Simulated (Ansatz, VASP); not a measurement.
One calculation of Ge, two programs

INCAR

```
SYSTEM = Ge
PREC = Accurate
ENCUT = 520
EDIFF = 1E-7
ISMEAR = -1
SIGMA = 0.02
LREAL = .False.
LASPH = .True.
NELM = 100
ALGO = Normal
ISIF = 2
LWAVE = .False.
LCHARG = .True.
GGA = PE
LELF = .True.
LVHAR = .True.
NBANDS = 36
```

The input KPOINTS:

```
regular mesh
0
Gamma
  6 6 4
  0 0 0
```

Contents of POSCAR:

```
Ge
1.0
    4.0584091841      0.0000000000      0.0000000000
   -2.0292045920      3.5146854524      0.0000000000
    0.0000000000      0.0000000000      6.6929879491
Ge
4
Direct
    0.3333333333      0.6666666667      0.0003197902
    0.6666666667      0.3333333333      0.5003197902
    0.3333333333      0.6666666667      0.3746802098
    0.6666666667      0.3333333333      0.8746802098
```

Input for Ansatz:

```yaml
crystal:
  lattice:
    - [4.0584091841, 0.0, 0.0]
    - [-2.029204592, 3.5146854524, 0.0]
    - [0.0, 0.0, 6.6929879491]
  atoms:
    - { symbol: Ge, position: [0.3333333333, 0.6666666667, 0.0003197902] }
    - { symbol: Ge, position: [0.6666666667, 0.3333333333, 0.5003197902] }
    - { symbol: Ge, position: [0.3333333333, 0.6666666667, 0.3746802098] }
    - { symbol: Ge, position: [0.6666666667, 0.3333333333, 0.8746802098] }
kpoints:
  mp_grid: { grid: [6, 6, 4] }
hamiltonian:
  xc: pbe
scf:
  occupations: { method: fermi_dirac, width: 0.02 }
  n_extra_bands: 5
output:
  forces: true
  stress: true
  eigenvalues: true
```

Alike in both runs: task single point; functional PBE; k mesh 6 × 6 × 4; occupations fermi-dirac, width 0.02 eV; no spin polarisation.

```csv
,VASP,Ansatz
version,VASP 6.6.1,Ansatz 0.2.0
potentials or method,"VASP PAW PBE potentials, release 64 (Ge_d)","plane waves, PAW"
plane-wave cutoff (eV),520,420
valence electrons in the cell,56,56
```

|  | VASP | Ansatz | Ansatz less VASP |
| --- | --- | --- | --- |
| pressure (GPa) | 0.1 | 0.1 | +0.04 |
| largest component of the traceless stress (GPa) | 0.27 | 0.28 | +0.007 |
| rms of the force components (eV/Å) | 0.004 | 0.004 | 0.0000 |

Atom by atom the forces differ by 0.000 eV/Å (rms over components).
